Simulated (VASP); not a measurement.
# W in VASP: work function with PBE

Aim: the work function of W with PBE.

Everything below comes from runs of VASP 6.6.1. Logs are shortened: lines on timing, memory, paths and dates and some standing lists are left out, and cuts for length are marked.

**1. The structure**

The cell holds a slab with vacuum, 3 atoms: a = 2.866 Å, b = 2.866 Å, c = 24.187 Å, α = 90.00°, β = 90.00°, γ = 109.47°.

The cell was built by a generator and needn't be a form met in nature.

**2. Work function, PBE**

INCAR reads:

```
SYSTEM = W
  PREC = Accurate
  ENCUT = 240
  EDIFF = 1E-6
  ISMEAR = 1
  SIGMA = 0.1
  LREAL = .FALSE.
  LASPH = .TRUE.
  NELM = 100
  ALGO = Normal
  ISIF = 2
  LWAVE = .FALSE.
  LCHARG = .TRUE.
  LDIPOL = .TRUE.
  IDIPOL = 3
  DIPOL = 0.5 0.5 0.500
  GGA = PE
  LVHAR = .TRUE.
  LVACPOTAV = .TRUE.
  KPAR = 2
```

KPOINTS reads:

```
Automatic mesh
0
G
  12 12 1
  0 0 0
```

POSCAR reads:

```
W                                       
1.0
    2.8655568500      0.0000000000      0.0000000000
   -0.9551856200      2.7016728600      0.0000000000
    0.0000000000      0.0000000000     24.1867782300
  W             
     3
Direct
     0.0000000000000000    0.0000000000000000    0.4131811148201677
     0.5000000000000000    0.5000000000000000    0.5000000000000000
     0.0000000000000000    0.0000000000000000    0.5868188851798323
```

Potentials or basis: VASP PAW PBE potentials, release 64 (W_sv).

The run is started by

```
cat potpaw_PBE.64/W_sv/POTCAR > POTCAR
mpirun -np 2 vasp_std > vasp.out
```

OUTCAR:

```text
SYSTEM = W
   PREC = Accurate
   ENCUT = 240
   EDIFF = 1E-6
   ISMEAR = 1
   LREAL = .FALSE.
   LASPH = .TRUE.
   NELM = 100
   ISIF = 2
   GGA = PE

 ion  position               nearest neighbor table
   1  0.000  0.000  0.413-   2 2.67   2 2.67   2 3.14   2 3.14
   2  0.500  0.500  0.500-   1 2.67   3 2.67   1 2.67   3 2.67   1 3.14   3 3.14   1 3.14   3 3.14

   3  0.000  0.000  0.587-   2 2.67   2 2.67   2 3.14   2 3.14

  LATTYP: Found a base centered orthorhombic cell.
 ALAT       =     3.3088599969
 B/A-ratio  =     1.4142135723
 C/A-ratio  =     7.3097013028

  Lattice vectors:

 A1 = (   2.8655568500,   0.0000000000,   0.0000000000)
 A2 = (  -0.9551856200,   2.7016728600,   0.0000000000)
 A3 = (   0.0000000000,   0.0000000000,  24.1867782300)

Analysis of symmetry for initial positions (statically):
=====================================================================
 Subroutine PRICEL returns:
 Original cell was already a primitive cell.

 Routine SETGRP: Setting up the symmetry group for a
 base centered orthorhombic supercell.

 Subroutine GETGRP returns: Found  8 space group operations
 (whereof  8 operations were pure point group operations)
 out of a pool of  8 trial point group operations.

The static configuration has the point symmetry D_2h.

Analysis of symmetry for dynamics (positions and initial velocities):
=====================================================================
 Subroutine PRICEL returns:
 Original cell was already a primitive cell.

 Routine SETGRP: Setting up the symmetry group for a
 base centered orthorhombic supercell.

 Subroutine GETGRP returns: Found  8 space group operations
 (whereof  8 operations were pure point group operations)
 out of a pool of  8 trial point group operations.

The dynamic configuration has the point symmetry D_2h.

 Subroutine INISYM returns: Found  8 space group operations
 (whereof  8 operations are pure point group operations),
 and found     1 'primitive' translations

----------------------------------------------------------------------------------------

                                     Primitive cell

  volume of cell :     187.2491

  direct lattice vectors                    reciprocal lattice vectors
     2.865556850  0.000000000  0.000000000     0.348972312  0.123380347  0.000000000
    -0.955185620  2.701672860  0.000000000     0.000000000  0.370141039  0.000000000
     0.000000000  0.000000000 24.186778230     0.000000000  0.000000000  0.041344903

  length of vectors
     2.865556850  2.865556806 24.186778230     0.370141034  0.370141039  0.041344903

  position of ions in fractional coordinates (direct lattice)
     0.000000000  0.000000000  0.413181115
     0.500000000  0.500000000  0.500000000
     0.000000000  0.000000000  0.586818885

  ion indices of the primitive-cell ions
   primitive index   ion index
                 1           1
                 2           2
                 3           3

----------------------------------------------------------------------------------------

 KPOINTS: Automatic mesh

Automatic generation of k-mesh.
 Grid dimensions read from file:
 generate k-points for:   12   12    1

 Generating k-lattice:

  Cartesian coordinates                     Fractional coordinates (reciprocal lattice)
     0.029081026  0.010281696  0.000000000     0.083333333  0.000000000  0.000000000
     0.000000000  0.030845087  0.000000000     0.000000000  0.083333333  0.000000000
     0.000000000  0.000000000  0.041344903     0.000000000  0.000000000  1.000000000

  Length of vectors
     0.030845086  0.030845087  0.041344903

  Shift w.r.t. Gamma in fractional coordinates (k-lattice)
     0.000000000  0.000000000  0.000000000

 Subroutine IBZKPT returns following result:
 ===========================================

 Found     43 irreducible k-points:

 Following reciprocal coordinates:
            Coordinates               Weight
  0.000000  0.000000  0.000000      1.000000
  0.083333  0.000000  0.000000      4.000000
  0.166667 -0.000000  0.000000      4.000000
  0.250000  0.000000  0.000000      4.000000
  0.333333  0.000000  0.000000      4.000000
  0.416667  0.000000  0.000000      4.000000
[... 16 lines left out ...]
  0.500000  0.166667  0.000000      4.000000
 -0.416667  0.166667  0.000000      4.000000
 [... further k-points ...]
   k-points           NKPTS =     43   k-points in BZ     NKDIM =     43   number of bands    NBANDS=     25
   number of dos      NEDOS =    301   number of ions     NIONS =      3
   total plane-waves  NPLWV =  24696
   dimension x,y,z NGX =    14 NGY =   14 NGZ =  126
   dimension x,y,z NGXF=    28 NGYF=   28 NGZF=  252
   ions per type =               3
   NGX,Y,Z   is equivalent  to a cutoff of   8.12,  8.12,  8.66 a.u.
   NGXF,Y,Z  is equivalent  to a cutoff of  16.24, 16.24, 17.32 a.u.
 SYSTEM =  W
   PREC   = accura    normal or accurate (medium, high low for compatibility)
   ISTART =      0    job   : 0-new  1-cont  2-samecut
   ICHARG =      2    charge: 1-file 2-atom 10-const
   ISPIN  =      1    spin polarized calculation?
   LNONCOLLINEAR =      F non collinear calculations
   LSORBIT =      F    spin-orbit coupling
   LASPH  =      T    aspherical Exc in radial PAW
   ENCUT  =  240.0 eV  17.64 Ry    4.20 a.u.   3.62  3.62 30.55*2*pi/ulx,y,z
   NELM   =    100;   NELMIN=  2; NELMDL= -5     # of ELM steps
   EDIFF  = 0.1E-05   stopping-criterion for ELM
   LREAL  =      F    real-space projection
   EDIFFG = 0.1E-04   stopping-criterion for IOM
   NSW    =      0    number of steps for IOM
   IBRION =     -1    ionic relax: 0-MD 1-quasi-New 2-CG
   NFREE  =      0    steps in history (QN), initial steepest desc. (CG)
   ISIF   =      2    stress and relaxation
   ISYM   =      2    0-nonsym 1-usesym 2-fastsym
   POTIM  = 0.5000    time-step for ionic-motion
   TEBEG  =    0.0;   TEEND  =   0.0 temperature during run
   PSTRESS=    0.0 pullay stress
   NELECT =      42.0000    total number of electrons
   NUPDOWN=      -1.0000    fix difference up-down
   EMIN   =  10.00;   EMAX   =-10.00  energy-range for DOS
   EFERMI =   0.00;   METHOD = LEGACY
   ISMEAR =     1;   SIGMA  =   0.10  broadening in eV -4-tet -1-fermi 0-gaus
   EFERMI_NEDOS =   21; number of points for ismear=-14 and -15
   IALGO  =     38    algorithm
   IMIX   =      4    mixing-type and parameters
     AMIX     =   0.40;   BMIX     =  1.00
     AMIX_MAG =   1.60;   BMIX_MAG =  1.00
  volume/ion in A,a.u.               =      62.42       421.21
  Fermi-wavevector in a.u.,A,eV,Ry     =   0.994683  1.879678 13.461524  0.989394
  Thomas-Fermi vector in A             =   2.126651
   LORBIT       =      0    0 simple, 1 ext, 2 COOP (PROOUT), +10 PAW based schemes
   GGA     = PE    functional components
   LHFCALC =     F    Hartree Fock is set to
   AEXX    =    0.0000 exact exchange contribution
   IVDW    =     0    specifies the selected vdW correction
   LEPSILON=     F    determine dielectric tensor
   LRPA    =     F    only Hartree local field effects (RPA)
 non-spin polarized calculation
 Methfessel and Paxton  Order N= 1 SIGMA  =   0.10
  energy-cutoff  :      240.00
  volume of cell :      187.25
 maximum number of plane-waves:      1610
   NGX =  7   NGY =  7   NGZ = 61

 number of electron      42.0000127 magnetization

 dipolmoment           0.000000      0.000000     -0.000000 electrons x Angstroem

 Free energy of the ion-electron system (eV)
  ---------------------------------------------------
  ext. energy  EPLUGINS =         0.00000000
  ---------------------------------------------------
  free energy    TOTEN  =       -35.40001210 eV

  energy without entropy =      -35.40246781  energy(sigma->0) =      -35.40083067

 E-fermi :  -0.5770     XC(G=0):  -4.4642

 val. band max:       -0.5908387534   @ k =  -0.2500   0.2500   0.0000
 cond. band min:      -0.4889097353   @ k =   0.2500   0.1667   0.0000
 fundamental gap:      0.1019290181
 Fermi energy:        -0.5769795490

 k-point     1 :       0.0000    0.0000    0.0000
  band No.  band energies     occupation
      1     -74.6719      2.00000
      2     -74.5458      2.00000
      3     -74.5150      2.00000
      4     -39.3759      2.00000
      5     -38.9088      2.00000
      6     -38.7930      2.00000
[... 17 lines left out ...]
     24       1.0778     -0.00000
     25       1.2845     -0.00000

 k-point     2 :       0.0833    0.0000    0.0000
  band No.  band energies     occupation
      1     -74.6678      2.00000
      2     -74.5433      2.00000
      3     -74.5142      2.00000
      4     -39.3614      2.00000
      5     -38.9643      2.00000
      6     -38.7530      2.00000
[... 17 lines left out ...]
     24       0.9487     -0.00000
     25       1.0948     -0.00000

 k-point     3 :       0.1667   -0.0000    0.0000
  band No.  band energies     occupation
      1     -74.6565      2.00000
      2     -74.5366      2.00000
      3     -74.5123      2.00000
      4     -39.3219      2.00000
      5     -39.0693      2.00000
      6     -38.7048      2.00000
[... 17 lines left out ...]
     24       0.7713     -0.00000
     25       0.9677     -0.00000

 k-point     4 :       0.2500    0.0000    0.0000
  band No.  band energies     occupation
      1     -74.6399      2.00000
      2     -74.5273      2.00000
      3     -74.5100      2.00000
      4     -39.2720      2.00000
      5     -39.1942      2.00000
      6     -38.7498      2.00000
[... 17 lines left out ...]
     24       0.8978     -0.00000
     25       1.0837     -0.00000
[... 477 lines left out ...]
 k-point    22 :       0.4167    0.1667    0.0000
  band No.  band energies     occupation
      1     -74.5985      2.00000
      2     -74.5031      2.00000
      3     -74.5022      2.00000
      4     -39.3869      2.00000
      5     -39.2138      2.00000
      6     -38.9617      2.00000
[... 17 lines left out ...]
     24       1.6301      0.00000
     25       1.6417      0.00000

 k-point    23 :       0.5000    0.1667    0.0000
  band No.  band energies     occupation
      1     -74.6022      2.00000
      2     -74.5017      2.00000
      3     -74.4957      2.00000
      4     -39.3793      2.00000
      5     -39.2240      2.00000
      6     -38.9905      2.00000
[... 17 lines left out ...]
     24       1.4105     -0.00000
     25       1.6835      0.00000

 k-point    24 :      -0.4167    0.1667    0.0000
  band No.  band energies     occupation
      1     -74.6130      2.00000
      2     -74.5050      2.00000
      3     -74.4916      2.00000
      4     -39.3106      2.00000
      5     -39.2239      2.00000
      6     -38.9573      2.00000
[... 17 lines left out ...]
     24       1.2502     -0.00000
     25       1.5047      0.00000

 [... further k-points ...]

------------------------ aborting loop because EDIFF is reached ----------------------------------------

  FORCE on cell =-STRESS in cart. coord.  units (eV):
  Direction    XX          YY          ZZ          XY          YZ          ZX
  --------------------------------------------------------------------------------------
  -------------------------------------------------------------------------------------
  Total       -8.6419022     -9.1158405     -0.3887345     -0.6702503      0.0000000      0.0000000
  in kB      -73.9435199    -77.9987220     -3.3261657     -5.7349255      0.0000000      0.0000000
  external PRESSURE =     -51.7561359 kB  Pullay stress =       0.0000000 kB

 VOLUME and BASIS-vectors are now :
 -----------------------------------------------------------------------------
  energy-cutoff  :      240.00
  volume of cell :      187.25
      direct lattice vectors                 reciprocal lattice vectors
     2.865556850  0.000000000  0.000000000     0.348972312  0.123380347  0.000000000
    -0.955185620  2.701672860  0.000000000     0.000000000  0.370141039  0.000000000
     0.000000000  0.000000000 24.186778230     0.000000000  0.000000000  0.041344903

 POSITION                                       TOTAL-FORCE (eV/Angst)
 -----------------------------------------------------------------------------------
      0.00000      0.00000      9.99352         0.000000      0.000000      0.009068
      0.95519      1.35084     12.09339        -0.000000      0.000000      0.000000
      0.00000      0.00000     14.19326        -0.000000     -0.000000     -0.009068
 -----------------------------------------------------------------------------------
    total drift:                                0.000000      0.000000      0.000000

  FREE ENERGIE OF THE ION-ELECTRON SYSTEM (eV)
  ---------------------------------------------------
  free  energy   TOTEN  =       -35.4000120987 eV

  energy  without entropy=      -35.4024678112  energy(sigma->0) =      -35.40083067

 vacuum level on the upper side and lower side of the slab         4.183         4.183
```

Run time: 19 s. Hardware: 2 MPI ranks of Intel Xeon 6975P-C (Granite Rapids), shared host; peak memory 0.18 GiB.

Results:

```yaml
Free_energy: -35.4000 eV
Largest_force: 0.009 eV/Å
Band_gap_on_the_k_mesh: none (metal or under the smearing width)
Work_function_of_the_upper_face: 4.76 eV
Work_function_of_the_lower_face: 4.76 eV
```

Forces in eV/Å, atoms in the order of the input:
```
W    0.000  0.000  0.009
W    0.000  0.000  0.000
W    0.000  0.000 -0.009
```

Levels at points of the mesh, in eV from the Fermi level:
```csv
k point,band 17,band 18,band 19,band 20,band 21,band 22,band 23,band 24,band 25
"(0.00, 0.00, 0.00)",-1.80,-1.13,-1.08,-0.83,-0.76,-0.39,1.20,1.65,1.86
"(0.50, 0.00, 0.00)",-2.56,-2.16,-1.53,-0.13,1.16,1.47,1.74,1.88,2.11
"(0.50, 0.50, 0.00)",-2.98,-2.76,-0.13,0.48,0.71,1.86,2.16,3.04,3.74
```

Caveat: the cutoff is under 1.25 times the usual one of these potentials, so pressure, stress and relaxed cells hold a basis-set (Pulay) error.
